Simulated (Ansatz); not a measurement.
# AlN under changes of volume

One of the cells (10.417 Å³/atom); the others are scaled copies at fixed shape and fractional positions:

```
CELL_PARAMETERS angstrom
0.00000 2.18399 2.18399
2.18399 0.00000 2.18399
2.18399 2.18399 0.00000
ATOMIC_POSITIONS crystal
Al 0.00000 0.00000 0.00000
N 0.25000 0.25000 0.25000
```

Measurements of this composition are mostly on another form, of space group No. 186.

* Program: Ansatz 0.2.0
* Functional: HF
* Potentials or basis: Ansatz PAW
* Cutoff: 420 eV (not typed: the program's choice for these potentials)
* k mesh: 5 × 5 × 5
* Occupations: fermi-dirac, width 0.05 eV
* Spin: no spin polarisation

```csv
volume (Å³/atom),energy over the lowest point (meV/atom),pressure (GPa),gap on the mesh (eV)
9.792,?,?,?
10.001,9.51,8.8,12.91
10.209,1.56,3.6,12.84
10.417,0.00,-1.2,12.77
10.626,4.41,-5.5,12.70
10.834,14.13,-9.4,12.63
11.042,28.65,-13.0,12.56
```

Question: What does the run at 9.792 Å³/atom give?

Answer: Energy over the lowest point 24.51 meV/atom; pressure 14.5 GPa; gap on the mesh 12.98 eV.

Worked out: A Birch-Murnaghan fit of order 3 (a polynomial in V^(-2/3)) to the other rows has its minimum at 10.36 Å³/atom with B0 = V·E''(V) = 231 GPa and B' = 3.8. It gives 24.72 meV/atom at 9.792 Å³/atom, against the run's 24.51, and -dE/dV = 14.6 GPa, against 14.5. A straight line through the other rows of the gap, of slope -3.53 eV per unit of ln V, extrapolates to 12.99 eV, against the run's 12.98.

Energies are extrapolated to zero smearing.

Caveats: all runs use coarse meshes; odd divisions of the mesh miss points on the zone boundary, where band edges often lie, so the gap on the mesh can be too wide; the PAW data sets come from PBE, with cores solved anew for the run's functional, which leaves a small shift of forces and pressure; the thresholds are loose for stress.

A mesh can miss the band edges.
